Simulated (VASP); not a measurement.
# AsH3 in VASP: settings compared, part 2 of 2

VASP 6.6.1. Earlier steps stand in the parts before.

## 3. Vibrations by finite differences, PBE+D3(BJ)

The input, INCAR:

```
SYSTEM = AsH3
PREC = Accurate
ENCUT = 400
EDIFF = 1E-7
ISMEAR = 0
SIGMA = 0.01
LREAL = .FALSE.
LASPH = .TRUE.
NELM = 80
ALGO = Normal
ISIF = 2
LWAVE = .FALSE.
LCHARG = .FALSE.
GGA = PE
IVDW = 12
NBANDS = 12
IBRION = 5
NFREE = 2
POTIM = 0.015
NSW = 1
ISYM = 0
```

The input, KPOINTS:

```
Automatic mesh
0
G
  1 1 1
  0 0 0
```

The input, POSCAR:

```
AsH3                                    
1.0
   12.5572003111      0.0000000000      0.0000000000
    0.0000000000     13.0572003111      0.0000000000
    0.0000000000      0.0000000000     13.5572003111
  As              H             
     1     3
Selective dynamics
Direct
0.5242353622000024  0.5072092103999992  0.4572508723000013  T T T
0.5232520820333039  0.4114908037455250  0.5235243882956855  T T T
0.5477478238870046  0.5751597638262167  0.5474368768548691  T T T
0.4038029111756331  0.5213238326008973  0.4734786744177568  T T T
```

Potentials or basis: VASP PAW PBE potentials, release 64 (As, H).

Started as:

```console
$ cat potpaw_PBE.64/As/POTCAR potpaw_PBE.64/H/POTCAR > POTCAR
$ mpirun -np 4 vasp_gam > vasp.out
```

OUTCAR:

```text
SYSTEM = AsH3
   PREC = Accurate
   ENCUT = 400
   EDIFF = 1E-7
   ISMEAR = 0
   LREAL = .FALSE.
   LASPH = .TRUE.
   NELM = 80
   ISIF = 2
   GGA = PE
   IVDW = 12
   IBRION = 5
   NFREE = 2
   POTIM = 0.015
   NSW = 1
   ISYM = 0
 IVDW          = 12

 ion  position               nearest neighbor table
   1  0.524  0.507  0.457-   3 1.54   4 1.54   2 1.54
   2  0.523  0.411  0.524-   1 1.54
   3  0.548  0.575  0.547-   1 1.54
   4  0.404  0.521  0.473-   1 1.54

IMPORTANT INFORMATION: All symmetrisations will be switched off!
NOSYMM: (Re-)initialisation of all symmetry stuff for point group C_1.

----------------------------------------------------------------------------------------

                                     Primitive cell

  volume of cell :    2222.8640

  direct lattice vectors                    reciprocal lattice vectors
    12.557200311  0.000000000  0.000000000     0.079635586  0.000000000  0.000000000
     0.000000000 13.057200311  0.000000000     0.000000000  0.076586096  0.000000000
     0.000000000  0.000000000 13.557200311     0.000000000  0.000000000  0.073761542

  length of vectors
    12.557200311 13.057200311 13.557200311     0.079635586  0.076586096  0.073761542

  position of ions in fractional coordinates (direct lattice)
     0.524235362  0.507209210  0.457250872
     0.523252082  0.411490804  0.523524388
     0.547747824  0.575159764  0.547436877
     0.403802911  0.521323833  0.473478674

  ion indices of the primitive-cell ions
   primitive index   ion index
                 1           1
                 2           2
                 3           3
                 4           4

----------------------------------------------------------------------------------------

 KPOINTS: Automatic mesh

Automatic generation of k-mesh.
 Grid dimensions read from file:
 generate k-points for:    1    1    1

 Generating k-lattice:

  Cartesian coordinates                     Fractional coordinates (reciprocal lattice)
     0.079635586  0.000000000  0.000000000     1.000000000  0.000000000  0.000000000
     0.000000000  0.076586096  0.000000000     0.000000000  1.000000000  0.000000000
     0.000000000  0.000000000  0.073761542     0.000000000  0.000000000  1.000000000

  Length of vectors
     0.079635586  0.076586096  0.073761542

  Shift w.r.t. Gamma in fractional coordinates (k-lattice)
     0.000000000  0.000000000  0.000000000

 Subroutine IBZKPT returns following result:
 ===========================================

 Found      1 irreducible k-points:

 Following reciprocal coordinates:
            Coordinates               Weight
  0.000000  0.000000  0.000000      1.000000
   k-points           NKPTS =      1   k-points in BZ     NKDIM =      1   number of bands    NBANDS=     12
   number of dos      NEDOS =    301   number of ions     NIONS =      4
[... 31 lines left out ...]
   ISMEAR =     0;   SIGMA  =   0.01  broadening in eV -4-tet -1-fermi 0-gaus
   EFERMI_NEDOS =   21; number of points for ismear=-14 and -15
   IALGO  =     38    algorithm
   IMIX   =      4    mixing-type and parameters
     AMIX     =   0.40;   BMIX     =  1.00
     AMIX_MAG =   1.60;   BMIX_MAG =  1.00
  volume/ion in A,a.u.               =     555.72      3750.16
  Fermi-wavevector in a.u.,A,eV,Ry     =   0.250881  0.474096  0.856366  0.062941
  Thomas-Fermi vector in A             =   1.068040
   LORBIT       =      0    0 simple, 1 ext, 2 COOP (PROOUT), +10 PAW based schemes
   GGA     = PE    functional components
   LHFCALC =     F    Hartree Fock is set to
   AEXX    =    0.0000 exact exchange contribution
   IVDW    =    12    specifies the selected vdW correction
   LEPSILON=     F    determine dielectric tensor
   LRPA    =     F    only Hartree local field effects (RPA)
 finite differences
 non-spin polarized calculation
 Gauss-broadening in eV      SIGMA  =   0.01
  energy-cutoff  :      400.00
  volume of cell :     2222.86
 maximum number of plane-waves:     20182
 NGX is ok and might be reduce to    84
   NGX = 41   NGY = 43   NGZ = 45

--------------------------------------- Ionic step        1  -------------------------------------------

 number of electron       8.0000000 magnetization

 Free energy of the ion-electron system (eV)
  ---------------------------------------------------
  ext. energy  EPLUGINS =         0.00000000
  ---------------------------------------------------
  free energy    TOTEN  =       -14.38912164 eV

  energy without entropy =      -14.38912164  energy(sigma->0) =      -14.38912164

------------------------ aborting loop because EDIFF is reached ----------------------------------------

 Edisp (eV)   -0.03928

 E8    (eV) :    -0.0126
[... 111 lines left out ...]
  FREE ENERGIE OF THE ION-ELECTRON SYSTEM (eV)
  ---------------------------------------------------
  free  energy   TOTEN  =       -14.4268329389 eV

  energy  without entropy=      -14.4268329389  energy(sigma->0) =      -14.42683294

[... ionic steps 4 to 22 ...]

--------------------------------------- Ionic step       23  -------------------------------------------

 number of electron       7.9999999 magnetization

------------------------ aborting loop because EDIFF is reached ----------------------------------------
[... 79 lines left out ...]
--------------------------------------- Ionic step       25  -------------------------------------------

 number of electron       7.9999999 magnetization

 Free energy of the ion-electron system (eV)
  ---------------------------------------------------
  ext. energy  EPLUGINS =         0.00000000
  ---------------------------------------------------
  free energy    TOTEN  =       -14.38935788 eV

  energy without entropy =      -14.38935788  energy(sigma->0) =      -14.38935788

 E-fermi :  -6.6817     XC(G=0):  -0.4507

 val. band max:       -6.7700423217   @ k =   0.0000   0.0000   0.0000
 cond. band min:      -0.7926100609   @ k =   0.0000   0.0000   0.0000
 fundamental gap:      5.9774322608
 Fermi energy:        -6.6816684115

 k-point     1 :       0.0000    0.0000    0.0000
  band No.  band energies     occupation
      1     -15.9517      2.00000
      2      -8.7298      2.00000
      3      -8.7047      2.00000
      4      -6.7700      2.00000
      5      -0.7926      0.00000
      6      -0.3977      0.00000
      7      -0.3894      0.00000
      8       0.3423      0.00000
      9       0.5826      0.00000
     10       0.6007      0.00000
     11       0.6732      0.00000
     12       0.7373      0.00000
[... 33 lines left out ...]
  FREE ENERGIE OF THE ION-ELECTRON SYSTEM (eV)
  ---------------------------------------------------
  free  energy   TOTEN  =       -14.4286269814 eV

  energy  without entropy=      -14.4286269814  energy(sigma->0) =      -14.42862698

 SECOND DERIVATIVES (NOT SYMMETRIZED)
 ------------------------------------
               1X          1Y          1Z          2X          2Y          2Z          3X          3Y          3Z          4X          4Y          4Z
  1X   -18.569406   -0.059203    0.792908    1.472479    0.000435    0.271364    1.719396    1.446539    2.842374   15.377530   -1.387770   -3.906645
  1Y    -0.062921  -18.159034    0.114790    1.091223   10.462481   -8.165226    0.709072    5.906428    7.489331   -1.737374    1.790125    0.561106
  1Z     0.787109    0.108334  -19.664098   -0.493320   -6.194913    6.858217    1.284567    5.860450   11.170336   -1.578356    0.226128    1.635545
  2X     1.474322    1.090561   -0.493410   -1.686064   -0.008297   -0.111155    0.056790    0.311109   -0.263317    0.154952   -1.393373    0.867881
  2Y    -0.000105   10.464966   -6.199180   -0.008669  -11.659863    6.959919    0.009129    0.937949   -0.587308   -0.000356    0.256947   -0.173430
  2Z     0.271405   -8.161931    6.856484   -0.111426    6.956039   -6.426448   -0.067558    1.091057   -0.506923   -0.092422    0.114835    0.076888
  3X     1.722612    0.707743    1.282332    0.058219    0.009178   -0.067482   -2.281346   -1.713801   -2.458993    0.500516    0.996881    1.244143
  3Y     1.446844    5.905916    5.856697    0.311289    0.934932    1.090954   -1.714604   -6.766126   -6.815589   -0.043530   -0.074722   -0.132063
  3Z     2.844858    7.492174   11.171922   -0.263219   -0.587422   -0.503568   -2.461332   -6.819176  -10.732224   -0.120307   -0.085576    0.063870
  4X    15.379212   -1.740588   -1.582132    0.154891   -0.000208   -0.092882    0.498986   -0.043390   -0.120844  -16.033089    1.784186    1.795858
  4Y    -1.385319    1.791699    0.225674   -1.393148    0.256083    0.114628    0.996899   -0.072523   -0.085683    1.781568   -1.975260   -0.254619
  4Z    -3.903678    0.560279    1.633900    0.867524   -0.173605    0.077100    1.243647   -0.132225    0.060704    1.792507   -0.254449   -1.771704

 Eigenvectors and eigenvalues of the dynamical matrix
 ----------------------------------------------------

   1 f  =   64.000864 THz   402.129290 2PiTHz 2134.839039 cm-1   264.686188 meV
             X         Y         Z           dx          dy          dz
      6.582928  6.622732  6.199042    -0.075753   -0.071719   -0.046070
      6.570581  5.372918  7.097525    -0.006524    0.223309   -0.164659
      6.878179  7.509976  7.421711     0.157581    0.467064    0.634377
      5.070634  6.807030  6.419045     0.504676   -0.069650   -0.070773
[... 71 lines left out ...]
  12 f/i=    1.491160 THz     9.369233 2PiTHz   49.739735 cm-1     6.166938 meV
             X         Y         Z           dx          dy          dz
      6.582928  6.622732  6.199042    -0.017973   -0.006325   -0.014110
      6.570581  5.372918  7.097525    -0.455918   -0.209803   -0.298959
      6.878179  7.509976  7.421711     0.388278   -0.407147    0.198868
      5.070634  6.807030  6.419045     0.077763    0.535135    0.098437
```

Run time: 5.8 min. Hardware: 4 MPI ranks of Intel Xeon Platinum 8488C (Sapphire Rapids), shared host; peak memory 0.45 GiB.

What came out:

- Highest phonon frequency at Γ, LO-TO splitting left out: 2135 cm⁻¹
- Most unstable mode: 50i cm⁻¹
- Dispersion energy per atom: -0.010 eV

Phonon frequencies in cm⁻¹ (negative: imaginary):
| q point | frequencies |
| --- | --- |
| (0.000, 0.000, 0.000) | -50 -2 -1 1 51 55 900 976 977 2122 2135 2135 |

Caveat: some modes are imaginary.

## 4. Single point, r2SCAN+rVV10

INCAR: that of step 3 with these lines changed.

```diff
@@ -13,9 +13,9 @@
 LCHARG = .FALSE.
-GGA = PE
-IVDW = 12
+METAGGA = R2SCAN
+LMIXTAU = .TRUE.
+LUSE_VDW = .TRUE.
+IVDW_NL = 2
+BPARAM = 11.95
+CPARAM = 0.0093
 NBANDS = 12
-IBRION = 5
-NFREE = 2
-POTIM = 0.015
-NSW = 1
 ISYM = 0
```

KPOINTS is that of step 3.

The input, POSCAR:

```
AsH3                                    
1.0
   12.5572003111      0.0000000000      0.0000000000
    0.0000000000     13.0572003111      0.0000000000
    0.0000000000      0.0000000000     13.5572003111
  As              H             
     1     3
Selective dynamics
Direct
     0.5242353622000024    0.5072092103999992    0.4572508723000013   F   F   F
     0.5232520820333039    0.4114908037455250    0.5235243882956855   T   T   T
     0.5477478238870046    0.5751597638262167    0.5474368768548691   T   T   T
     0.4038029111756331    0.5213238326008973    0.4734786744177568   T   T   T
```

Started as:

```console
$ cat potpaw_PBE.64/As/POTCAR potpaw_PBE.64/H/POTCAR > POTCAR
$ mpirun -np 4 vasp_gam > vasp.out
```

It took 11 min on 4 MPI ranks of Intel Xeon Platinum 8488C (Sapphire Rapids), shared host; peak memory 1.1 GiB.

Results (log left out):

| Property | Result |
| --- | --- |
| Free energy | -24.2150 eV |
| Largest force | 0.653 eV/Å |
| Gap between the frontier levels | 6.84 eV |

Forces on the atoms (eV/Å):
```
As  -0.303 -0.045  0.576
H    0.027  0.237 -0.215
H   -0.030 -0.161 -0.274
H    0.307 -0.031 -0.088
```

Levels at points of the mesh, in eV from the valence-band top:
```tsv
k point	band 1	band 2	band 3	band 4	band 5	band 6	band 7	band 8	band 9
(0.00, 0.00, 0.00)	-9.52	-2.01	-2.01	0.00	6.84	7.01	7.02	7.53	7.92
```

Caveat: the PAW data sets were made with another functional, which shifts forces and pressure a little. r2SCAN opens gaps a little over a GGA but as a rule still falls short of measured ones.

## 5. The runs side by side

| task | level | grid for exact exchange (PRECFOCK) | screening parameter | gap on the mesh (eV) | largest force (eV/Å) |
| --- | --- | --- | --- | --- | --- |
| single point | HSE06+D3(BJ) | Fast | 0.2 1/A | 6.94 | 0.70 |
| vibrations by finite differences | PBE+D3(BJ) | - | - | - | - |
| single point | r2SCAN+rVV10 | - | - | 6.84 | 0.65 |

Alike in all rows: potentials or basis VASP PAW PBE potentials, release 64 (As, H); no spin polarisation; cell as given; k mesh 1 × 1 × 1; cutoff (eV) 400; smearing gaussian 0.01 eV.

Caveats: the PAW data sets were made with another functional, which shifts forces and pressure a little (some runs); some modes are imaginary (some runs).

Total energies depend on the potentials used, so only differences within one code and one set of settings carry meaning.
